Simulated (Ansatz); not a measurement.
# CoO (R-3m) in Ansatz: reference runs

Reference runs on CoO: the cell as given and a disturbed copy.

All numbers are computed with Ansatz 0.2.0; they aren't measurements. Logs are shortened: lines on timing, memory, paths and dates and some standing lists are left out, and cuts for length are marked.

## Step 1: The structure

The structure is trigonal, space group R-3m (No. 166). The conventional cell has a = 3.011 Å, b = 3.011 Å, c = 7.320 Å, α = 90.00°, β = 90.00°, γ = 120.00°. Around Co (site symmetry -3m) lie 6 O at 2.12 Å. O (site symmetry -3m) is surrounded by 6 Co at 2.12 Å.

The cell is a database's computed one.

## Step 2: Single point, PBEsol, collinear spin, ferromagnetic start

input.yaml reads:

```yaml
crystal:
  lattice:
    - [1.5054695445, 0.8691832468, 2.4399269062]
    - [-1.5054695445, 0.8691832468, 2.4399269062]
    - [0.0, -1.7383664936, 2.4399269062]
  atoms:
    - { symbol: Co, position: [0.0, 0.0, 0.0], spin: 2.0 }
    - { symbol: O, position: [0.5, 0.5, 0.5] }
hamiltonian:
  xc: pbesol
  pseudopotentials: { kind: paw }
magnetization:
  spin_polarized: true
kpoints:
  mp_grid: { grid: [11, 11, 11] }
scf:
  occupations: { method: fermi_dirac, width: 0.05 }
output:
  forces: true
  stress: true
  eigenvalues: true
  write_density: true
  write_potential: true
  elf: true
  volumetric_format: npy
```

Potentials or basis: Ansatz PAW.

Command:

```
$ ansatz run input.yaml --threads 2 --pin off --max-ram 5632MiB --backend cpu --events-out ev --progress --plain --runs-dir out
```

The log of the run:

```text
Warning: RAYON_NUM_THREADS=2 ignored (pool sized by the plan → 2); use --threads N
Engine: ansatz 0.2.0, aarch64-unknown-linux-gnu
Pseudopotentials: kind: paw
Pseudopotential: Co, paw, valence charge 17, recommended cutoff 420 eV (normal), Co.paw.azcp
Pseudopotential: O, paw, valence charge 6, recommended cutoff 420 eV (normal), O.paw.azcp
Functional definition: PBEsol
  exchange = pbesol_x
  correlation = pbesol_c
Crystal: 2 atoms, lattice volume = 19.156 Å³
Basis set: ecut = 420 eV, 339 PW (Γ), exchange–correlation on 48×48×48 points (8 copies of the dense FFT grid, shifted against one another)
Bands: 17, of which v1, the nominal top of the filled ones, is band 12 counted from 1 (11 counted from 0)
Symmetry: 12 space group operations
Space group: R-3m (ITA 166), of the structure as read, at distance tolerance 2.7e-5 Å
Magnetic group: BNS 166.97 (UNI 1327), of the structure as read, at distance tolerance 2.7e-5 Å
k-points: 146 of 1331
Non-local potential: Co, projectors of the file, l = 0: 3, l = 1: 2, l = 2: 3, l = 3: 1
Non-local potential: O, projectors of the file, l = 0: 2, l = 1: 2, l = 2: 1
PAW form: soft (Blöchl's): semilocal exchange-correlation on the pseudo side does not see the compensation charge
PAW frozen core: Co, regenerated for the run's functional, and the local potential with it (the file was generated under x = pbe(κ = 0.804, μ = 0.2195149727645171), c = pbe(β = 0.06672455060314922))
PAW frozen core: O, regenerated for the run's functional, and the local potential with it (the file was generated under x = pbe(κ = 0.804, μ = 0.2195149727645171), c = pbe(β = 0.06672455060314922))
PAW one-centre angular grid: Co, 590 points (default); XC on 64 Gauss nodes
PAW one-centre angular grid: O, 110 points (default); XC on 64 Gauss nodes
Initial density: superposition of atomic densities (chi_scale 0.1, normalization cell, long waves kept (reshape's long-wave potential 0.00 eV rms))
Starting moments: Σ|m| = 2 μB on 1 of 2 sites
Initial wavefunctions: pseudopotential atomic-orbital guess
Functional: x = pbesol(κ = 0.804, μ = 0.12345679012345678), c = pbesol(β = 0.046)
SCF iter   1: F=—  HF=-5651.307750 eV  |F-HF|=—  |Δ(HF+E_count)|=         —  Δρ=1.09e-1 (↑1.09e-1 ↓1.06e-1)  dr2=6.37e0  dr2_m=9.79e-2  M=2.034 μB ∫|m|=2.034 μB  β_m=0.30  ethr=3.10e-3  ⟨swp⟩=5.6  Hψ=21643  notcnv=0
Mixer restart at iter 1: flushing history
preconditioner: auto → none  [metal: Δε(μ)=0.003 eV  Ē_g=13.020 eV  σ=0.050 eV  W_gap=0.02  n_scr=8 (ndim 8)  ℏωp=32.9 eV  f_vac=0.000  D(μ)=5.07/eV (n_scr^D=112)  sad-step TF]
SCF iter   2: F=—  HF=-5651.969821 eV  |F-HF|=—  |Δ(HF+E_count)|=   6.62e-1  Δρ=7.72e-2 (↑7.72e-2 ↓6.02e-2)  dr2=5.78e-1  dr2_m=6.62e-1  M=2.542 μB ∫|m|=2.543 μB  β_m=0.36  ethr=3.10e-3  ⟨swp⟩=3.2  Hψ=12352  notcnv=0  defer=77
SCF iter   3: F=—  HF=-5652.280140 eV  |F-HF|=—  |Δ(HF+E_count)|=   3.10e-1  Δρ=8.19e-2 (↑6.39e-2 ↓8.19e-2)  dr2=9.81e-2  dr2_m=8.77e-1  M=2.903 μB ∫|m|=2.906 μB  β_m=0.19  ethr=2.51e-3  ⟨swp⟩=2.0  Hψ=8591  notcnv=0  defer=87
SCF iter   4: F=—  HF=-5652.039614 eV  |F-HF|=—  |Δ(HF+E_count)|=         —  Δρ=3.06e-2 (↑2.35e-2 ↓3.06e-2)  dr2=2.72e-1  dr2_m=5.44e-2  M=2.668 μB ∫|m|=2.673 μB  β_m=0.68  ethr=4.27e-4  ⟨swp⟩=2.1  Hψ=9194  notcnv=0  defer=98
Mixer restart at iter 4: flushing history
SCF iter   5: F=—  HF=-5652.212405 eV  |F-HF|=—  |Δ(HF+E_count)|=   1.73e-1  Δρ=5.95e-2 (↑3.21e-2 ↓5.95e-2)  dr2=5.50e-1  dr2_m=2.18e-1  M=2.976 μB ∫|m|=2.987 μB  β_m=0.40  ethr=4.27e-4  ⟨swp⟩=3.1  Hψ=11665  notcnv=0  defer=101  recentre
SCF iter   6: F=—  HF=-5652.168551 eV  |F-HF|=—  |Δ(HF+E_count)|=   4.39e-2  Δρ=2.20e-2 (↑2.20e-2 ↓1.82e-2)  dr2=4.24e-2  dr2_m=5.86e-2  M=2.823 μB ∫|m|=2.831 μB  β_m=0.59  ethr=4.27e-4  ⟨swp⟩=3.0  Hψ=12111  notcnv=0  defer=114
SCF iter   7: F=—  HF=-5652.280816 eV  |F-HF|=—  |Δ(HF+E_count)|=   1.12e-1  Δρ=2.11e-2 (↑5.29e-3 ↓2.11e-2)  dr2=5.79e-2  dr2_m=1.36e-2  M=2.933 μB ∫|m|=2.946 μB  β_m=0.65  ethr=1.84e-4  ⟨swp⟩=2.3  Hψ=11206  notcnv=0  defer=118
SCF iter   8: F=—  HF=-5652.268681 eV  |F-HF|=—  |Δ(HF+E_count)|=   1.21e-2  Δρ=4.40e-3 (↑3.23e-3 ↓4.40e-3)  dr2=1.92e-4  dr2_m=2.41e-3  M=2.944 μB ∫|m|=2.961 μB  β_m=0.63  ethr=1.84e-4  ⟨swp⟩=3.0  Hψ=9660  notcnv=0  defer=118
SCF iter   9: F=—  HF=-5652.269920 eV  |F-HF|=—  |Δ(HF+E_count)|=   1.24e-3  Δρ=2.47e-4 (↑2.47e-4 ↓2.36e-4)  dr2=1.96e-5  dr2_m=5.16e-6  M=2.937 μB ∫|m|=2.953 μB  β_m=0.81  ethr=8.33e-7  ⟨swp⟩=2.0  Hψ=10698  notcnv=0  defer=118
SCF iter  10: F=—  HF=-5652.269948 eV  |F-HF|=—  |Δ(HF+E_count)|=   2.81e-5  Δρ=9.40e-5 (↑7.90e-5 ↓9.40e-5)  dr2=1.78e-7  dr2_m=1.17e-6  M=2.938 μB ∫|m|=2.954 μB  β_m=0.78  ethr=8.51e-8  ⟨swp⟩=2.0  Hψ=7148  notcnv=0  defer=118
SCF iter  11: F=—  HF=-5652.269948 eV  |F-HF|=—  |Δ(HF+E_count)|=   2.37e-7  Δρ=4.96e-5 (↑4.81e-5 ↓4.96e-5)  dr2=9.82e-9  dr2_m=4.07e-7  M=2.938 μB ∫|m|=2.954 μB  β_m=0.89  ethr=7.72e-10  ⟨swp⟩=2.2  Hψ=7682  notcnv=0  defer=118
SCF iter  12: F=—  HF=-5652.269948 eV  |F-HF|=—  |Δ(HF+E_count)|=   3.09e-8  Δρ=1.21e-5 (↑1.21e-5 ↓8.33e-6)  dr2=2.75e-9  dr2_m=1.65e-8  M=2.938 μB ∫|m|=2.954 μB  β_m=0.94  ethr=4.27e-11  ⟨swp⟩=2.2  Hψ=8371  notcnv=0  defer=118
SCF iter  13: F=-5652.269948 eV  HF=-5652.269948 eV  |F-HF|=6.37e-10  |Δ(HF+E_count)|=  6.48e-10  Δρ=2.54e-6 (↑1.25e-6 ↓2.54e-6)  dr2=7.45e-10  dr2_m=4.73e-10  M=2.938 μB ∫|m|=2.954 μB  ethr=1.20e-11  ⟨swp⟩=5.9  Hψ=27007  notcnv=0
SCF 1 converged in 13 iterations: F = -5652.269948 eV  dr2 = 7.45e-10
SCF converged after 13 iterations
Magnetization: 2.9380 μB (12.9690 up, 10.0310 down)
Absolute magnetization: 2.9542 μB (∫|ρ↑−ρ↓|, with the PAW one-centre terms)
Spin contamination: 0.0078 ħ² per cell (⟨S²⟩ above its minimum at these occupations)
Per-site moments (μB) at R_I (Å): [(2.4856754595268726, 0.876038603632342), (0.33572420139872133, 0.876038603632342)]
Free energy (F): -5652.269948 eV
Harris-Foulkes:  -5652.269948 eV  (|F-HF|=6.37e-10)
Internal energy: -5652.238121 eV  (E = F + TS)
E sigma→0 (E₀):  -5652.254035 eV
Entropy (-TS):   -0.031828 eV (-15.914 meV/atom)
Fermi energy:    13.983503 eV
--- Per-component energies (eV) ---
  E_band       = -303.584884
  E_kinetic    = 616.845781
  E_local      = -3418.512183  (includes V_loc(G=0)·N_el)
  E_nonlocal   = 515.708086
  E_hartree    = 1400.612549
  E_xc         = -226.210422
  E_vxc        = -292.223205  (∫ρ·V_xc dr)
  E_paw        = -1638.223829  (= ΣΔE_a)
  E_vpaw       = -526.629783  (= ΣTr[D̂ρ^β])
  E_aug_tail   = 0.002466  (compensation charges beyond the density's cutoff)
  E_ewald      = -2902.684276
  E_core_change = 0.223707  (= ΣΔE_core)
  E_smearing   = -0.031828  (= −TS)
  E_closure    = -0.000000  (closes the sum)
  Σ components = -5652.269948   (vs F -5652.269948, Δ=0.00e0)
--- Forces (eV/Å), atoms counted from 1 ---
  atom   1  Co    -0.00000000     0.00000000     0.00000000
  atom   2  O      0.00000000     0.00000000    -0.00000000
  max |Σ_I F_I| component: 3.68e-30 eV/Å
--- Stress (GPa, compression-positive) ---
       -9.015908       0.000000      -0.000000
        0.000000      -9.015908      -0.000000
       -0.000000      -0.000000      -9.372276
  P = ⅓ Tr σ = -9.1347 GPa (-91.347 kbar)
--- Band table (eV; the first three rows and the last of 292) ---
  k-point 0 ↑: bands = ["-82.6467", "-46.0485", "-46.0485", "-46.0391", "-6.3929", "10.6460", "10.6460", "10.6632", "10.6632", "10.6947", "10.7857", "10.7857", "10.8245", "14.7747", "30.4379", "31.7580", "31.7580"]
  k-point 1 ↑: bands = ["-82.6464", "-46.0514", "-46.0489", "-46.0398", "-6.3043", "9.7749", "9.8097", "9.8445", "10.8337", "10.8557", "11.1244", "11.5427", "11.5641", "15.3591", "28.8406", "31.4664", "31.6354"]
  k-point 2 ↑: bands = ["-82.6456", "-46.0595", "-46.0500", "-46.0413", "-6.0570", "8.4805", "9.0577", "9.0964", "10.9888", "11.0129", "11.3458", "12.3929", "12.4043", "16.5594", "26.6825", "30.3796", "30.5095"]
  k-point 145 ↓: bands = ["-79.6205", "-43.1321", "-43.0968", "-43.0948", "-4.4880", "6.2979", "9.0129", "9.1294", "13.8283", "13.8612", "14.1473", "16.2120", "16.5340", "19.6150", "23.9709", "26.9136", "27.7948"]
```

Wall time 6 s (2 threads of Arm Neoverse V2, shared host); peak memory 0.36 GiB.

Results:

```
Free energy            : -5652.2699 eV
Pressure               : -9.1 GPa
Band gap on the k mesh : none (metal or under the smearing width)
Net moment             : 2.94 μB per cell
Absolute moment        : 2.95 μB per cell
Site moments           : Co +2.49; O +0.34 μB
```

Levels at points of the mesh, in eV from the Fermi level:
Spin up:
| k point | band 10 | band 11 | band 12 | band 13 | band 14 | band 15 | band 16 | band 17 |
| --- | --- | --- | --- | --- | --- | --- | --- | --- |
| (0.00, 0.00, 0.00) | -3.29 | -3.20 | -3.20 | -3.16 | 0.79 | 16.45 | 17.77 | 17.77 |
Spin down:
```
           k point  band 8  band 9  band 10  band 11  band 12  band 13
(0.00, 0.00, 0.00)   -2.68   -1.14    -1.14    -1.11    -0.13    -0.13
```

Caveat: the pressure holds a Pulay correction of +0.8 GPa for the finite cutoff; a cell with one magnetic atom can't hold antiferromagnetic order, which such compounds often take; semilocal functionals often make such compounds metallic where correlation or magnetic order opens a gap, which also shifts bond lengths; the PAW data sets come from PBE, with cores solved anew for the run's functional, which leaves a small shift of forces and pressure. With open d or f shells a metallic result of PBEsol can be an artefact of self-interaction; +U or a hybrid may open a gap.

## Step 3: Single point, PBEsol, collinear spin, ferromagnetic start (atoms moved at random, drawn with an rms of 0.05 Å)

input.yaml: that of step 2 with these lines changed.

```diff
@@ -6,4 +6,4 @@
   atoms:
-    - { symbol: Co, position: [0.0, 0.0, 0.0], spin: 2.0 }
-    - { symbol: O, position: [0.5, 0.5, 0.5] }
+    - { symbol: Co, position: [-0.003171, 0.000187, 0.006372], spin: 2.0 }
+    - { symbol: O, position: [0.470216, 0.515683, 0.509873] }
 hamiltonian:
@@ -21,5 +21 @@
   eigenvalues: true
-  write_density: true
-  write_potential: true
-  elf: true
-  volumetric_format: npy
```

Potentials or basis: Ansatz PAW.

Command:

```
$ ansatz run input.yaml --threads 2 --pin off --max-ram 5632MiB --backend cpu --events-out ev --progress --plain --runs-dir out
```

The log of the run:

```text
Warning: RAYON_NUM_THREADS=2 ignored (pool sized by the plan → 2); use --threads N
[... 7 set-up lines as earlier in the session ...]
Crystal: 2 atoms, lattice volume = 19.156 Å³
Basis set: ecut = 420 eV, 339 PW (Γ), exchange–correlation on 48×48×48 points (8 copies of the dense FFT grid, shifted against one another)
Bands: 17, of which v1, the nominal top of the filled ones, is band 12 counted from 1 (11 counted from 0)
Symmetry: 1 space group operations
Space group: P1 (ITA 1), of the structure as read, at distance tolerance 2.7e-5 Å
Magnetic group: BNS 1.1 (UNI 1), of the structure as read, at distance tolerance 2.7e-5 Å
k-points: 666 of 1331 (time reversal used)
[... 8 set-up lines as earlier in the session ...]
Starting moments: Σ|m| = 2 μB on 1 of 2 sites
[... 13 lines left out ...]
SCF iter   9: F=—  HF=-5652.269416 eV  |F-HF|=—  |Δ(HF+E_count)|=   1.71e-3  Δρ=7.67e-4 (↑7.67e-4 ↓7.62e-4)  dr2=3.12e-5  dr2_m=9.63e-5  M=2.942 μB ∫|m|=2.958 μB  β_m=0.68  ethr=1.19e-6  ⟨swp⟩=2.0  Hψ=35616  notcnv=0  defer=546
SCF iter  10: F=—  HF=-5652.269438 eV  |F-HF|=—  |Δ(HF+E_count)|=   2.23e-5  Δρ=2.93e-4 (↑2.93e-4 ↓2.24e-4)  dr2=1.16e-6  dr2_m=1.10e-5  M=2.943 μB ∫|m|=2.959 μB  β_m=0.84  ethr=1.36e-7  ⟨swp⟩=2.0  Hψ=31010  notcnv=0  defer=546
SCF iter  11: F=—  HF=-5652.269439 eV  |F-HF|=—  |Δ(HF+E_count)|=   2.67e-7  Δρ=6.62e-5 (↑6.62e-5 ↓6.19e-5)  dr2=3.50e-8  dr2_m=7.02e-7  M=2.943 μB ∫|m|=2.959 μB  β_m=0.92  ethr=5.03e-9  ⟨swp⟩=2.0  Hψ=36946  notcnv=0  defer=546
SCF iter  12: F=—  HF=-5652.269439 eV  |F-HF|=—  |Δ(HF+E_count)|=  6.01e-10  Δρ=9.44e-6 (↑4.48e-6 ↓9.44e-6)  dr2=2.35e-9  dr2_m=6.70e-9  M=2.943 μB ∫|m|=2.959 μB  β_m=0.96  ethr=1.52e-10  ⟨swp⟩=2.1  Hψ=36749  notcnv=0  defer=546
SCF iter  13: F=-5652.269439 eV  HF=-5652.269439 eV  |F-HF|=6.24e-10  |Δ(HF+E_count)|=  1.06e-10  Δρ=3.93e-6 (↑5.09e-7 ↓3.93e-6)  dr2=9.82e-10  dr2_m=6.00e-10  M=2.943 μB ∫|m|=2.959 μB  ethr=1.02e-11  ⟨swp⟩=2.9  Hψ=76215  notcnv=0
SCF 1 converged in 13 iterations: F = -5652.269439 eV  dr2 = 9.82e-10
SCF converged after 13 iterations
Magnetization: 2.9434 μB (12.9717 up, 10.0283 down)
Absolute magnetization: 2.9594 μB (∫|ρ↑−ρ↓|, with the PAW one-centre terms)
Spin contamination: 0.0077 ħ² per cell (⟨S²⟩ above its minimum at these occupations)
Per-site moments (μB) at R_I (Å): [(2.469589307587689, 0.8559750957195715), (0.3361497784276742, 0.8559750957195715)]
Free energy (F): -5652.269439 eV
Harris-Foulkes:  -5652.269439 eV  (|F-HF|=6.24e-10)
Internal energy: -5652.237842 eV  (E = F + TS)
E sigma→0 (E₀):  -5652.253640 eV
Entropy (-TS):   -0.031596 eV (-15.798 meV/atom)
Fermi energy:    13.983672 eV
--- Per-component energies (eV) ---
  E_band       = -303.606312
  E_kinetic    = 616.941367
  E_local      = -3420.044439  (includes V_loc(G=0)·N_el)
  E_nonlocal   = 515.691676
  E_hartree    = 1401.350378
  E_xc         = -226.235664
  E_vxc        = -292.256999  (∫ρ·V_xc dr)
  E_paw        = -1638.228126  (= ΣΔE_a)
  E_vpaw       = -526.641850  (= ΣTr[D̂ρ^β])
  E_aug_tail   = 0.002468  (compensation charges beyond the density's cutoff)
  E_ewald      = -2901.939210
  E_core_change = 0.223707  (= ΣΔE_core)
  E_smearing   = -0.031596  (= −TS)
  E_closure    = -0.000000  (closes the sum)
  Σ components = -5652.269439   (vs F -5652.269439, Δ=0.00e0)
--- Forces (eV/Å), atoms counted from 1 ---
  atom   1  Co    -0.01866044    -0.00065596    -0.00211727
  atom   2  O      0.01866060     0.00065729     0.00211722
  max |Σ_I F_I| component: 1.33e-6 eV/Å
--- Stress (GPa, compression-positive) ---
       -8.682969      -0.185743       0.008703
       -0.185743      -8.716571      -0.314478
        0.008705      -0.314477      -8.887482
  P = ⅓ Tr σ = -8.7623 GPa (-87.623 kbar)
--- Band table (eV; the first three rows and the last of 1332) ---
  k-point 0 ↑: bands = ["-82.6453", "-46.0484", "-46.0465", "-46.0374", "-6.4002", "10.2895", "10.3397", "10.4050", "10.7456", "10.7998", "11.0167", "11.0542", "11.0706", "14.7674", "30.4027", "31.7413", "31.7556"]
  k-point 1 ↑: bands = ["-82.6451", "-46.0510", "-46.0470", "-46.0384", "-6.3118", "9.5242", "9.7906", "10.0101", "10.8016", "10.8332", "11.0681", "11.6290", "11.7022", "15.3509", "28.8420", "31.3983", "31.6158"]
  k-point 2 ↑: bands = ["-82.6443", "-46.0587", "-46.0481", "-46.0403", "-6.0651", "8.3984", "9.0718", "9.1339", "10.9700", "10.9980", "11.3138", "12.4329", "12.4631", "16.5480", "26.6900", "30.3792", "30.5060"]
  k-point 665 ↓: bands = ["-79.6181", "-43.1316", "-43.0922", "-43.0910", "-4.5157", "6.2761", "9.0606", "9.1376", "13.8217", "13.8385", "14.1481", "16.2054", "16.5317", "19.6859", "23.8385", "27.0743", "27.8940"]
```

Wall time 39 s (2 threads of Arm Neoverse V2, shared host); peak memory 0.71 GiB.

What came out:

```
Free energy            : -5652.2694 eV
Pressure               : -8.8 GPa
Largest force          : 0.019 eV/Å
Band gap on the k mesh : none (metal or under the smearing width)
Net moment             : 2.94 μB per cell
Absolute moment        : 2.96 μB per cell
Site moments           : Co +2.47; O +0.34 μB
```

Forces on the atoms (eV/Å):
```
Co  -0.019 -0.001 -0.002
O    0.019  0.001  0.002
```

Stress tensor (GPa, compression positive):
```
-8.68 -0.19  0.01
-0.19 -8.72 -0.31
 0.01 -0.31 -8.89
```

Levels at points of the mesh, in eV from the Fermi level:
Spin up:
| k point | band 11 | band 12 | band 13 | band 14 | band 15 | band 16 |
| --- | --- | --- | --- | --- | --- | --- |
| (0.00, 0.00, 0.00) | -2.97 | -2.93 | -2.91 | 0.78 | 16.42 | 17.76 |
Spin down:
| k point | band 8 | band 9 | band 10 | band 11 | band 12 | band 13 |
| --- | --- | --- | --- | --- | --- | --- |
| (0.00, 0.00, 0.00) | -2.75 | -1.13 | -1.09 | -1.05 | -0.10 | -0.07 |

Caveat: the pressure holds a Pulay correction of +0.8 GPa for the finite cutoff; a cell with one magnetic atom can't hold antiferromagnetic order, which such compounds often take; semilocal functionals often make such compounds metallic where correlation or magnetic order opens a gap, which also shifts bond lengths; the PAW data sets come from PBE, with cores solved anew for the run's functional, which leaves a small shift of forces and pressure.
